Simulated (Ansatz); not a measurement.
# Al: equation of state

Aim: scale the cell of Al up and down at fixed shape and fractional positions, and get the equilibrium volume and bulk modulus with LAPW, PAW and all-electron datasets made for the crystal.

This is Al in the diamond structure; at room conditions it is fcc.

Method: DFT PBE, scalar-relativistic, in Ansatz 0.2.0.

1 further run of the same task is left out (set aside as unsound or not needed).

## 1. The system as given

The structure is cubic, space group Fd-3m (No. 227). Conventional cell: a = 6.047 Å, b = 6.047 Å, c = 6.047 Å, α = 90.00°, β = 90.00°, γ = 90.00°. Around Al (site symmetry -43m) lie 4 Al at 2.62 Å.

Coordinates:

```xyz
2
Lattice="0.0000 3.0233 3.0233 3.0233 0.0000 3.0233 3.0233 3.0233 0.0000" Properties=species:S:1:pos:R:3 pbc="T T T"
Al    0.0000    0.0000    0.0000
Al    1.5117    1.5117    1.5117
```

The structure (diamond type) was typed from a prototype and relaxed by PAW; whether it is the ground state wasn't tested.

Atoms are numbered in the order of the input: Al1, Al2.

## 2. Volume × 0.96, LAPW

input.yaml

```yaml
crystal:
  lattice:
    - [0.0, 2.9824868695, 2.9824868695]
    - [2.9824868695, 0.0, 2.9824868695]
    - [2.9824868695, 2.9824868695, 0.0]
  atoms:
    - { symbol: Al, position: [0.0, 0.0, 0.0] }
    - { symbol: Al, position: [0.25, 0.25, 0.25] }
kpoints:
  mp_grid: { grid: [9, 9, 9] }
scf:
  occupations: { method: fermi_dirac, width: 0.08 }
hamiltonian:
  xc: pbe
  pseudopotentials: { kind: all_electron, lapw: { basis_error: 0.00025 } }
output:
  forces: true
  stress: true
  eigenvalues: true
```

What it wrote (excerpt; [...] marks lines left out):

```text
LAPW: plane waves up to 7.590 Å⁻¹, error target 2.5e-4 eV per atom; small_component_spin mean_spin; Al in spheres of 1.291 Å, 11 of its electrons in bands, Dirac shells []
[...]
Pseudopotentials: kind: all_electron
Pseudopotential: Al, LAPW, valence charge 11, Koelling and Harmon's equation, gaussian nucleus
Functional definition: PBE
[...]
Crystal: 2 atoms, lattice volume = 53.060 Å³
Basis set: ecut = 219.48933116261856 eV, 387 PW (Γ), exchange–correlation at level 2
Bands: 15, of which v1, the nominal top of the filled ones, is band 11 counted from 1 (10 counted from 0)
Symmetry: 48 space group operations
Space group: Fd-3m (ITA 227), of the structure as read, at distance tolerance 3.8e-5 Å
k-points: 35 of 729
[...]
SCF iter   1: F=—  HF=-13213.551784 eV  |F-HF|=—  |Δ(HF+E_count)|=         —  Δρ=1.40e-2  dr2=9.29e-2  ethr=4.21e-4  ⟨swp⟩=2.9  Hψ=3747  notcnv=0
[...]
the basis was enlarged: its passes take 351.0 KiB over the memory plan, 1 of 1 planned eigensolver slots
[...]
SCF iter   7: F=-13213.562097 eV  HF=-13213.562097 eV  |F-HF|=5.53e-8  |Δ(HF+E_count)|=   2.78e-6  Δρ=6.65e-6  dr2=1.23e-8  ethr=8.06e-9  ⟨swp⟩=3.0  Hψ=1477  notcnv=0
[...]
SCF converged after 7 iterations
Free energy (F): -13213.562097 eV
[...]
E sigma→0 (E₀):  -13213.546591 eV
Entropy (-TS):   -0.031011 eV (-15.506 meV/atom)
Fermi energy:    4.182887 eV
[...]
--- Forces (eV/Å), atoms counted from 1 ---
  atom   1  Al    -0.00000000    -0.00000000    -0.00000000
  atom   2  Al    -0.00000000     0.00000000    -0.00000000
[...]
--- Stress (GPa, compression-positive) ---
        1.610116      -0.000000      -0.000000
       -0.000000       1.610116      -0.000000
       -0.000000      -0.000000       1.610116
  P = ⅓ Tr σ = 1.6101 GPa (16.101 kbar)
--- Band table (eV; the first three rows and the last of 35) ---
  k-point 0: bands = ["-98.7052", "-98.6971", "-60.1746", "-60.1746", "-60.1746", "-60.1534", "-60.1534", "-60.1534", "-3.8511", "6.3488", "6.3488", "6.3488", "8.2006", "8.2006", "8.2006"]
[...]
```

It took 4.5 s on 1 thread, shared host.

This run gives: pressure 1.61 GPa; no gap.

## 3. Volume × 0.96, PAW

input.yaml: that of step 2 with these lines changed.

```diff
@@ -14,3 +14,3 @@
   xc: pbe
-  pseudopotentials: { kind: all_electron, lapw: { basis_error: 0.00025 } }
+  pseudopotentials: { kind: paw }
 output:
@@ -19 +19,2 @@
   eigenvalues: true
+  efg: { contact_densities: true }
```

What it wrote (excerpt; [...] marks lines left out):

```text
[...]
Pseudopotentials: kind: paw
Pseudopotential: Al, paw, valence charge 3, recommended cutoff 420 eV (normal)
[... 1 set-up line as earlier in the session ...]
[...]
Crystal: 2 atoms, lattice volume = 53.060 Å³
Basis set: ecut = 420 eV, 1037 PW (Γ), exchange–correlation on 60×60×60 points (8 copies of the dense FFT grid, shifted against one another)
Bands: 7, of which v1, the nominal top of the filled ones, is band 3 counted from 1 (2 counted from 0)
[... 2 set-up lines as earlier in the session ...]
k-points: 35 of 729
[...]
SCF iter   1: F=—  HF=-1073.515408 eV  |F-HF|=—  |Δ(HF+E_count)|=         —  Δρ=9.03e-4  dr2=3.32e-4  ethr=1.77e-3  ⟨swp⟩=5.5  Hψ=2216  notcnv=0
[...]
Entropy (-TS):   -0.031038 eV (-15.519 meV/atom)
Fermi energy:    3.016925 eV
[...]
--- Forces (eV/Å), atoms counted from 1 ---
  atom   1  Al    -0.00000000     0.00000000    -0.00000000
  atom   2  Al    -0.00000000     0.00000000     0.00000000
[...]
--- Stress (GPa, compression-positive) ---
        1.654171      -0.000000      -0.000000
        0.000000       1.654171      -0.000000
        0.000000       0.000000       1.654171
  P = ⅓ Tr σ = 1.6542 GPa (16.542 kbar)
--- PAW observables at the nuclei: V_zz in 10²¹ V/m², potentials from the cell's mean, atoms counted from 1 ---
  atom   1  Al V_zz =    +0.000000   η = 0.0000   by run symmetry: forbidden
            electrostatic potential = -1224.670248 V   contact ρ = 10090.251143 e/Å³
  atom   2  Al V_zz =    +0.000000   η = 0.0000   by run symmetry: forbidden
            electrostatic potential = -1224.670248 V   contact ρ = 10090.251143 e/Å³
--- Band table (eV; the first three rows and the last of 35) ---
  k-point 0: bands = ["-5.0145", "5.1787", "5.1787", "5.1787", "7.0309", "7.0309", "7.0309"]
[...]
```

It took 1.1 s on 1 thread, shared host.

Result: pressure 1.65 GPa; no gap.

## 4. Volume × 0.96, crystal datasets

input.yaml: that of step 3 with these lines changed.

```diff
@@ -14,3 +14,3 @@
   xc: pbe
-  pseudopotentials: { kind: paw }
+  pseudopotentials: { kind: all_electron, datasets: crystal }
 output:
```

What it wrote (excerpt; [...] marks lines left out):

```text
[...]
[... 1 set-up line as earlier in the session ...]
Pseudopotential: Al, paw, valence charge 3, recommended cutoff 120 eV (normal), Koelling and Harmon's equation, gaussian nucleus
[... 1 set-up line as earlier in the session ...]
[...]
Crystal: 2 atoms, lattice volume = 53.060 Å³
Basis set: ecut = 120 eV, 169 PW (Γ), exchange–correlation on 32×32×32 points (8 copies of the dense FFT grid, shifted against one another)
Bands: 7, of which v1, the nominal top of the filled ones, is band 3 counted from 1 (2 counted from 0)
[... 2 set-up lines as earlier in the session ...]
k-points: 35 of 729
[...]
SCF iter   1: F=—  HF=-13213.527355 eV  |F-HF|=—  |Δ(HF+E_count)|=         —  Δρ=1.65e-2  dr2=1.16e-1  ethr=1.76e-3  ⟨swp⟩=3.7  Hψ=1734  notcnv=0
[...]
  The terms above E_closure are by the made datasets' own strengths, without shells solved beside the bands.
--- Forces (eV/Å), atoms counted from 1 ---
  atom   1  Al    -0.00000000     0.00000000    -0.00000000
  atom   2  Al     0.00000000    -0.00000000     0.00000000
[...]
--- Stress (GPa, compression-positive) ---
        1.607716       0.000000       0.000000
        0.000000       1.607716       0.000000
       -0.000000      -0.000000       1.607716
  P = ⅓ Tr σ = 1.6077 GPa (16.077 kbar)
--- PAW observables at the nuclei: V_zz in 10²¹ V/m², potentials from the cell's mean, atoms counted from 1 ---
  atom   1  Al V_zz =    -0.000000   η = 0.0000   by run symmetry: forbidden
            electrostatic potential = -1224.454870 V   contact ρ = 10096.420344 e/Å³
  atom   2  Al V_zz =    +0.000000   η = 0.0000   by run symmetry: forbidden
            electrostatic potential = -1224.454870 V   contact ρ = 10096.420344 e/Å³
--- Band table (eV; the first three rows and the last of 35) ---
  k-point 0: bands = ["-3.8512", "6.3487", "6.3487", "6.3487", "8.2007"]
[...]
```

It took 1.1 s on 1 thread, shared host.

This run gives: pressure 1.61 GPa.

## 5. Volume × 0.98, LAPW

input.yaml

```yaml
crystal:
  lattice:
    - [0.0, 3.0030563945, 3.0030563945]
    - [3.0030563945, 0.0, 3.0030563945]
    - [3.0030563945, 3.0030563945, 0.0]
  atoms:
    - { symbol: Al, position: [0.0, 0.0, 0.0] }
    - { symbol: Al, position: [0.25, 0.25, 0.25] }
kpoints:
  mp_grid: { grid: [9, 9, 9] }
scf:
  occupations: { method: fermi_dirac, width: 0.08 }
hamiltonian:
  xc: pbe
  pseudopotentials: { kind: all_electron, lapw: { basis_error: 0.00025 } }
output:
  forces: true
  stress: true
  eigenvalues: true
```

What it wrote (excerpt; [...] marks lines left out):

```text
LAPW: plane waves up to 7.517 Å⁻¹, error target 2.5e-4 eV per atom; small_component_spin mean_spin; Al in spheres of 1.300 Å, 11 of its electrons in bands, Dirac shells []
[...]
[... 3 set-up lines as earlier in the session ...]
[...]
Crystal: 2 atoms, lattice volume = 54.165 Å³
Basis set: ecut = 215.25592798312104 eV, 387 PW (Γ), exchange–correlation at level 2
Bands: 15, of which v1, the nominal top of the filled ones, is band 11 counted from 1 (10 counted from 0)
[... 2 set-up lines as earlier in the session ...]
k-points: 35 of 729
[...]
SCF iter   1: F=—  HF=-13213.559229 eV  |F-HF|=—  |Δ(HF+E_count)|=         —  Δρ=1.37e-2  dr2=9.08e-2  ethr=4.12e-4  ⟨swp⟩=3.0  Hψ=3756  notcnv=0
[...]
SCF iter   7: F=-13213.570157 eV  HF=-13213.570157 eV  |F-HF|=6.12e-8  |Δ(HF+E_count)|=   3.08e-6  Δρ=6.82e-6  dr2=1.33e-8  ethr=8.59e-9  ⟨swp⟩=3.0  Hψ=1487  notcnv=0
[...]
SCF converged after 7 iterations
Free energy (F): -13213.570157 eV
[...]
E sigma→0 (E₀):  -13213.554204 eV
Entropy (-TS):   -0.031907 eV (-15.953 meV/atom)
Fermi energy:    4.026016 eV
[...]
--- Forces (eV/Å), atoms counted from 1 ---
  atom   1  Al     0.00000000     0.00000000     0.00000000
  atom   2  Al     0.00000000    -0.00000000    -0.00000000
[...]
--- Stress (GPa, compression-positive) ---
        0.743500       0.000000      -0.000000
        0.000000       0.743500       0.000000
       -0.000000       0.000000       0.743500
  P = ⅓ Tr σ = 0.7435 GPa (7.435 kbar)
--- Band table (eV; the first three rows and the last of 35) ---
  k-point 0: bands = ["-98.8948", "-98.8875", "-60.3642", "-60.3642", "-60.3642", "-60.3446", "-60.3446", "-60.3446", "-3.9199", "6.1533", "6.1533", "6.1533", "8.0032", "8.0032", "8.0032"]
[...]
```

It took 4.6 s on 1 thread, shared host.

Read from it: pressure 0.74 GPa; no gap.

## 6. Volume × 0.98, PAW

input.yaml: that of step 5 with these lines changed.

```diff
@@ -14,3 +14,3 @@
   xc: pbe
-  pseudopotentials: { kind: all_electron, lapw: { basis_error: 0.00025 } }
+  pseudopotentials: { kind: paw }
 output:
@@ -19 +19,2 @@
   eigenvalues: true
+  efg: { contact_densities: true }
```

What it wrote (excerpt; [...] marks lines left out):

```text
[...]
[... 3 set-up lines as earlier in the session ...]
[...]
Crystal: 2 atoms, lattice volume = 54.165 Å³
Basis set: ecut = 420 eV, 1067 PW (Γ), exchange–correlation on 60×60×60 points (8 copies of the dense FFT grid, shifted against one another)
Bands: 7, of which v1, the nominal top of the filled ones, is band 3 counted from 1 (2 counted from 0)
[... 2 set-up lines as earlier in the session ...]
k-points: 35 of 729
[...]
SCF iter   1: F=—  HF=-1073.523668 eV  |F-HF|=—  |Δ(HF+E_count)|=         —  Δρ=9.23e-4  dr2=3.61e-4  ethr=1.77e-3  ⟨swp⟩=5.5  Hψ=2227  notcnv=0
[...]
Entropy (-TS):   -0.031936 eV (-15.968 meV/atom)
Fermi energy:    2.883277 eV
[...]
--- Forces (eV/Å), atoms counted from 1 ---
  atom   1  Al     0.00000000    -0.00000000     0.00000000
  atom   2  Al     0.00000000     0.00000000    -0.00000000
[...]
--- Stress (GPa, compression-positive) ---
        0.781685       0.000000       0.000000
        0.000000       0.781685       0.000000
        0.000000       0.000000       0.781685
  P = ⅓ Tr σ = 0.7817 GPa (7.817 kbar)
--- PAW observables at the nuclei: V_zz in 10²¹ V/m², potentials from the cell's mean, atoms counted from 1 ---
  atom   1  Al V_zz =    -0.000000   η = 0.0000   by run symmetry: forbidden
            electrostatic potential = -1224.445904 V   contact ρ = 10090.281417 e/Å³
  atom   2  Al V_zz =    -0.000000   η = 0.0000   by run symmetry: forbidden
            electrostatic potential = -1224.445904 V   contact ρ = 10090.281417 e/Å³
--- Band table (eV; the first three rows and the last of 35) ---
  k-point 0: bands = ["-5.0602", "5.0064", "5.0064", "5.0064", "6.8569", "6.8569", "6.8569"]
[...]
```

It took 1.5 s on 1 thread, shared host.

In short: pressure 0.78 GPa; no gap.

[end of part 1 of 2]
